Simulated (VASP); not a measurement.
Consider the following.

```yaml
crystal:
  lattice:
    - [0.00000, 3.03240, 3.03240]
    - [3.03240, 0.00000, 3.03240]
    - [3.03240, 3.03240, 0.00000]
  atoms:
    - { symbol: Zn, position: [0.00000, 0.00000, 0.00000] }
    - { symbol: Te, position: [0.25000, 0.25000, 0.25000] }
```

The numbers are results of PBEsol GGA, VASP's PBE PAW potentials (set 64) (plane waves; VASP), not measurements. Run with 480 eV cut-off, 8×8×8 Γ-centred mesh, Gaussian smearing of 0.050 eV, potentials Zn Te.

Unless said otherwise, spin-orbit coupling is left out, though it shifts the bands of the heavy elements here.

Question: Predict the energy per atom (σ→0), band gap (on the k-mesh) with the smallest direct gap where there is one.

Answer: 
```yaml
band gap (on the k-mesh): 1.24 eV
smallest direct gap (on the k-mesh): 1.24 eV
energy per atom (σ→0): -285.4 kJ/mol of atoms
```

Total energies compare only between runs with the same potentials, cut-off and functional.

The compound is ZnTe in the zinc blende structure. It was relaxed first.
